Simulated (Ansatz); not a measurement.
The system is Sb.

```xyz
1
Lattice="-1.8713 1.8713 1.8713 1.8713 -1.8713 1.8713 1.8713 1.8713 -1.8713" Properties=species:S:1:pos:R:3 pbc="T T T"
Sb    0.0000    0.0000    0.0000
```

This isn't the form of Sb at room conditions, which is rhombohedral.

| Property | Result |
| --- | --- |
| Program | Ansatz 0.2.0 |
| Task | relaxation of cell and atoms |
| Functional | PBE |
| Potentials or basis | Ansatz PAW |
| Cutoff | 420 eV (not typed: the program's choice for these potentials) |
| k mesh | 10 × 10 × 10 |
| Occupations | fermi-dirac, width 0.05 eV |
| Spin | no spin polarisation |

At the start: volume 26.21 Å³/atom.

Q: Where does the relaxation end?

A: It ends after 5 steps and the volume is 27.50 Å³/atom (+4.9 %); space group Im-3m (No. 229, to 0.05 Å).

Step by step:
```
step  energy change (eV)  largest force (eV/Å)  volume (Å³)
   1              0.0000                0.0000        26.21
   2             -0.0100                0.0000        28.03
   3             -0.0119                0.0000        27.55
   4             -0.0119                0.0000        27.50
   5             -0.0122                0.0000        27.50
```

Final structure:
```cif
data_structure
_symmetry_space_group_name_H-M 'P 1'
_symmetry_Int_Tables_number 1
_cell_length_a 3.2936
_cell_length_b 3.2936
_cell_length_c 3.2936
_cell_angle_alpha 109.471
_cell_angle_beta 109.471
_cell_angle_gamma 109.471
_cell_volume 27.50
loop_
_atom_site_label
_atom_site_type_symbol
_atom_site_fract_x
_atom_site_fract_y
_atom_site_fract_z
_atom_site_occupancy
Sb1 Sb 0.00000 0.00000 0.00000 1
```

Caveat: the plane-wave basis is chosen anew once the cell has moved, so the energies of steps on either side of that aren't comparable.
